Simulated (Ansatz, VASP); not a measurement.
# C: VASP beside Ansatz

File INCAR:

```
SYSTEM = C
PREC     = Accurate       ! precision mode
ENCUT    = 520            ! plane-wave cutoff, eV
EDIFF    = 1E-7           ! SCF threshold, eV
ISMEAR   = 0              ! smearing method
SIGMA    = 0.05           ! smearing width, eV
LREAL    = .FALSE.        ! projectors in reciprocal space
LASPH    = .TRUE.         ! aspherical terms in the spheres
NELM     = 60             ! most SCF steps
ALGO     = Normal         ! electronic algorithm
ISIF     = 2              ! what is computed and relaxed
LWAVE    = .FALSE.        ! write WAVECAR
LCHARG   = .TRUE.         ! write CHGCAR
GGA      = PE             ! functional
LELF     = .TRUE.         ! ELF
LVHAR    = .TRUE.       
NBANDS   = 26             ! bands
```

KPOINTS

```
regular mesh
0
G
  12 12 4
  0 0 0
```

Contents of POSCAR:

```
C
1.0
    2.4550680292      0.0000000000      0.0000000000
   -1.2275340146      2.1261512813      0.0000000000
    0.0000000000      0.0000000000      8.0969734774
C
8
Direct
    0.0000000000      0.0000000000      0.0929681641
    0.0000000000      0.0000000000      0.5929681641
    0.0000000000      0.0000000000      0.4070318359
    0.0000000000      0.0000000000      0.9070318359
    0.3333333333      0.6666666667      0.1555285626
    0.6666666667      0.3333333333      0.6555285626
    0.3333333333      0.6666666667      0.3444714374
    0.6666666667      0.3333333333      0.8444714374
```

Input for Ansatz:

```yaml
crystal:
  lattice:
    - [2.4550680292, 0.0, 0.0]
    - [-1.2275340146, 2.1261512813, 0.0]
    - [0.0, 0.0, 8.0969734774]
  atoms:
    - { symbol: C, position: [0.0, 0.0, 0.0929681641] }
    - { symbol: C, position: [0.0, 0.0, 0.5929681641] }
    - { symbol: C, position: [0.0, 0.0, 0.4070318359] }
    - { symbol: C, position: [0.0, 0.0, 0.9070318359] }
    - { symbol: C, position: [0.3333333333, 0.6666666667, 0.1555285626] }
    - { symbol: C, position: [0.6666666667, 0.3333333333, 0.6555285626] }
    - { symbol: C, position: [0.3333333333, 0.6666666667, 0.3444714374] }
    - { symbol: C, position: [0.6666666667, 0.3333333333, 0.8444714374] }
basis:
  ecutwfc: 420
kpoints:
  mp_grid: { grid: [12, 12, 4] }
hamiltonian:
  xc: pbe
scf:
  occupations: { method: gaussian, width: 0.05 }
output:
  forces: true
  stress: true
  eigenvalues: true
```

Change from the starting cell: strain -0.025 along x and y, -0.025 along z, atoms carried along.

Alike in both runs: task single point; functional PBE; k mesh 12 × 12 × 4; occupations gaussian, width 0.05 eV; no spin polarisation.

|  | VASP | Ansatz |
| --- | --- | --- |
| version | VASP 6.6.1 | Ansatz 0.2.0 |
| potentials or method | VASP PAW PBE potentials, release 64 (C) | scalar-relativistic, plane waves, PAW |
| plane-wave cutoff (eV) | 520 | 420 |
| valence electrons in the cell | 32 | 32 |

VASP gave:

| Item | Value |
| --- | --- |
| gap on the k mesh at the Fermi level (eV) | 4.72 |
| least direct gap on the mesh (eV) | 5.46 |
| pressure (GPa) | 38.9 |
| largest component of the traceless stress (GPa) | 0.13 |
| rms of the force components (eV/Å) | 0.032 |

Question: Estimate Ansatz's values.

Answer: gap on the k mesh at the Fermi level (eV): 4.73; least direct gap on the mesh (eV): 5.47; pressure (GPa): 37.9; largest component of the traceless stress (GPa): 0.17; rms of the force components (eV/Å): 0.030.

Atom by atom the forces differ by 0.002 eV/Å (rms over components). The functional is the same, so the differences come from potentials, cutoffs and numerics.

Caveats: so large a pressure means that the cell lies far from this level's equilibrium, or that cutoff or potentials fall short (VASP).
